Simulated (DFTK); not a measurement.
**CoO under changes of volume**

One of the cells (9.684 Å³/atom); the others are scaled copies at fixed shape and fractional positions:

```
CELL_PARAMETERS angstrom
0.00000 2.13150 2.13150
2.13150 0.00000 2.13150
2.13150 2.13150 0.00000
ATOMIC_POSITIONS crystal
Co 0.00000 0.00000 0.00000
O 0.50000 0.50000 0.50000
```

* Program: DFTK 0.8.2
* Functional: RPBE
* Potentials or basis: dojo.nc.sr.pbe.v0_5.standard.upf (PBE)
* Cutoff: 1306 eV
* k mesh: 7 × 7 × 7
* Occupations: fermi-dirac, width 0.05 eV
* Spin: collinear spin, ferromagnetic start
* Starting moments: [2.0, 0.0] μB

```csv
volume (Å³/atom),energy over the lowest point (meV/atom),pressure (GPa),moment (μB per cell)
9.103,38.61,16.5,2.94
9.297,20.99,12.0,2.98
9.490,9.03,7.7,2.99
9.684,?,?,?
9.878,0.00,0.2,3.00
10.071,1.91,-3.0,3.00
10.265,7.50,-5.9,3.00
```

Task: What does the run at 9.684 Å³/atom give?

Result: Energy over the lowest point 2.22 meV/atom; pressure 3.7 GPa; moment 3.00 μB per cell.

Worked out: A Birch-Murnaghan fit of order 3 (a polynomial in V^(-2/3)) to the other rows has its minimum at 9.88 Å³/atom with B0 = V·E''(V) = 174 GPa and B' = 4.5. It gives 2.23 meV/atom at 9.684 Å³/atom, against the run's 2.22, and -dE/dV = 3.7 GPa, against 3.7. A parabola through the other rows of the moment, of slope 0.0424 μB per Å³/atom there, gives 3.00 μB, against the run's 3.00.

Energies are extrapolated to zero smearing.

Caveats: some runs use coarse meshes; the potentials were made for another functional, which shifts forces and pressure; a cell with one magnetic atom can't hold antiferromagnetic order, which such compounds often take.
